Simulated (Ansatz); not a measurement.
## AlNi3: a faulty run and its cure

Someone meant to compute AlNi3 with PBE, plane waves and PAW in Ansatz and wrote this input.

```yaml
crystal:
  lattice:
    - [9.4658605065, 0.0, 0.0]
    - [-4.7329302532, 8.1976756673, 0.0]
    - [0.0, 0.0, 7.6349810744]
  atoms:
    - { symbol: Al, position: [0.6666666667, 0.3333333333, 0.25] }
    - { symbol: Al, position: [0.3333333333, 0.6666666667, 0.75] }
    - { symbol: Ni, position: [0.32852, 0.16426, 0.75], spin: -0.22 }
    - { symbol: Ni, position: [0.83574, 0.16426, 0.75], spin: -0.22 }
    - { symbol: Ni, position: [0.83574, 0.67148, 0.75], spin: -0.22 }
    - { symbol: Ni, position: [0.67148, 0.83574, 0.25], spin: -0.22 }
    - { symbol: Ni, position: [0.16426, 0.83574, 0.25], spin: -0.22 }
    - { symbol: Ni, position: [0.16426, 0.32852, 0.25], spin: -0.22 }
basis:
  ecutwfc: 420
kpoints:
  mp_grid: { grid: [3, 3, 4] }
hamiltonian:
  xc: pbe
scf:
  occupations: { method: gaussian, width: 0.1 }
  max_iter: 95
output:
  forces: true
  stress: true
  eigenvalues: true
  populations: true
magnetization:
  spin_polarized: true
```

Command:

```bash
ansatz run input.yaml --threads 2 --pin off --max-ram 5120MiB --backend cpu --events-out ev --progress --plain --runs-dir out
```

From the log (HF is the Harris–Foulkes energy, dr2 the density residual in eV):

```text
Symmetry: 24 space group operations
Space group: P63/mmc (ITA 194), of the structure as read, at distance tolerance 8.4e-5 Å
k-points: 9 of 36
Starting moments: Σ|m| = 1.32 μB on 6 of 8 sites
SCF iter   1: HF=-36076.318034 eV  Δρ=8.41e-2 (↑8.64e-3 ↓8.41e-2) dr2=3.23e1  dr2_m=1.05e1  M=-7.034 μB ∫|m|=7.039 μB
SCF iter   2: HF=-36081.585857 eV  Δρ=4.27e-2 (↑4.03e-2 ↓4.27e-2) dr2=3.12e0  dr2_m=9.11e0  M=-8.726 μB ∫|m|=8.771 μB
SCF iter   3: HF=-36080.799568 eV  Δρ=2.70e-2 (↑1.27e-2 ↓2.70e-2) dr2=2.44e0  dr2_m=1.66e0  M=-8.119 μB ∫|m|=8.276 μB
SCF iter   4: HF=-36082.371300 eV  Δρ=5.41e-3 (↑5.41e-3 ↓2.24e-3) dr2=4.04e-1  dr2_m=2.66e-2  M=-8.164 μB ∫|m|=8.356 μB
   ...
SCF 1 converged in 28 iterations: F = -36082.983931 eV  dr2 = 9.68e-9
Symmetry: 4 space group operations
k-points: 12 of 36 (time reversal used)
Initial density: read from a saved state, or passed on in memory by an earlier SCF of this step, an earlier step, the calling program or the single point that the run made first
Starting moments: Σ|m| = 1.32 μB on 6 of 8 sites; this step starts from the density that it was given
an SCF along what the orbitals of the run's state read of its open shells (or to have them read: on a GPU, or by another smearing), with 20 of the crystal's symmetry operations given up (12 k-points in place of 9), reached no lower state that the run goes on to. This is no proof of a minimum
SCF iter   2: HF=-36082.988533 eV  Δρ=1.39e-2 (↑1.39e-2 ↓1.04e-3) dr2=1.22e0  dr2_m=2.46e-1  M=-8.485 μB ∫|m|=8.753 μB
SCF iter   3: HF=-36082.976313 eV  Δρ=1.86e-3 (↑1.86e-3 ↓2.22e-4) dr2=2.27e-2  dr2_m=4.34e-3  M=-8.818 μB ∫|m|=9.133 μB
SCF iter   4: HF=-36082.982421 eV  Δρ=3.39e-3 (↑3.39e-3 ↓7.71e-5) dr2=8.16e-2  dr2_m=1.50e-2  M=-8.754 μB ∫|m|=9.064 μB
an SCF along what the orbitals of the run's state read of its open shells (or to have them read: on a GPU, or by another smearing), with 20 of the crystal's symmetry operations given up (12 k-points in place of 9), reached no lower state that the run goes on to. This is no proof of a minimum
at 4 of the mixer's solves, the last at iteration 11, it left a direction of its history that read negative out of its fit and stepped the other way along it
SCF converged after 28 iterations
Magnetization: -8.7534 μB (52.6233 up, 61.3767 down)
Absolute magnetization: 9.0654 μB (∫|ρ↑−ρ↓|, with the PAW one-centre terms)
Per-site moments (μB) at R_I (Å): [(0.0628, 1.9460), (0.0628, 1.9460), (-1.4665, 1.9241), (-1.4665, 1.9241), (-1.4665, 1.9241), (-1.4665, 1.9241), (-1.4665, 1.9241), (-1.4665, 1.9241)]
Free energy (F): -36082.983931 eV
E sigma→0 (E₀):  -36082.843963 eV
Entropy (-TS):   -0.279937 eV (-34.992 meV/atom)
Fermi energy:    -0.763219 eV
--- Forces (eV/Å), atoms counted from 1 ---
  atom   1  Al    -0.00000000     0.00000000     0.00000000
  atom   2  Al     0.00000000    -0.00000000     0.00000000
  atom   3  Ni     0.01761827     0.01017191     0.00000000
  atom   4  Ni    -0.01761827     0.01017191     0.00000000
  atom   5  Ni    -0.00000000    -0.02034382     0.00000000
  atom   6  Ni    -0.01761827    -0.01017191     0.00000000
  atom   7  Ni     0.01761827    -0.01017191     0.00000000
  atom   8  Ni     0.00000000     0.02034382     0.00000000
--- Stress (GPa, compression-positive) ---
       -2.084093      -0.000000       0.000000
       -0.000000      -2.084093       0.000000
        0.000000       0.000000      -2.320017
  P = ⅓ Tr σ = -2.1627 GPa (-21.627 kbar)
```

**Question.** Which fault does the input hold?
A. A total moment locked at a wrong value
B. An SCF threshold too tight for the iterations allowed
C. An unconverged density accepted at the iteration limit
D. Fixed occupations on a metal
E. Lattice vectors in bohr read as angstrom

**Answer.** E. Every length is 1.89 times too long, so the atoms are nearly free. The cure is the vectors in angstrom.

Mended input, as a difference (which also takes the mesh and iteration limit and starting moments of the reference run):

```diff
 crystal:
   lattice:
-    - [9.4658605065, 0.0, 0.0]
-    - [-4.7329302532, 8.1976756673, 0.0]
-    - [0.0, 0.0, 7.6349810744]
+    - [5.0091156652, 0.0, 0.0]
+    - [-2.5045578326, 4.3380214166, 0.0]
+    - [0.0, 0.0, 4.04025638]
   atoms:
-    - { symbol: Ni, position: [0.32852, 0.16426, 0.75], spin: -0.22 }
-    - { symbol: Ni, position: [0.83574, 0.16426, 0.75], spin: -0.22 }
-    - { symbol: Ni, position: [0.83574, 0.67148, 0.75], spin: -0.22 }
-    - { symbol: Ni, position: [0.67148, 0.83574, 0.25], spin: -0.22 }
-    - { symbol: Ni, position: [0.16426, 0.83574, 0.25], spin: -0.22 }
-    - { symbol: Ni, position: [0.16426, 0.32852, 0.25], spin: -0.22 }
+    - { symbol: Ni, position: [0.32852, 0.16426, 0.75], spin: -0.21 }
+    - { symbol: Ni, position: [0.83574, 0.16426, 0.75], spin: -0.21 }
+    - { symbol: Ni, position: [0.83574, 0.67148, 0.75], spin: -0.21 }
+    - { symbol: Ni, position: [0.67148, 0.83574, 0.25], spin: -0.21 }
+    - { symbol: Ni, position: [0.16426, 0.83574, 0.25], spin: -0.21 }
+    - { symbol: Ni, position: [0.16426, 0.32852, 0.25], spin: -0.21 }
 kpoints:
-  mp_grid: { grid: [3, 3, 4] }
+  mp_grid: { grid: [12, 12, 10] }
 scf:
-  max_iter: 95
```

With the mended input the run converges and gives no gap, a largest force of 0.096 eV/Å. The faulty run's energy lay 4.22 eV per atom higher.

The mended run took 2.7 min on 2 threads of Intel(R) Xeon(R) Processor @ 2.50GHz (Skylake/Cascade Lake), with other jobs on the host, peak memory 1.1 GiB.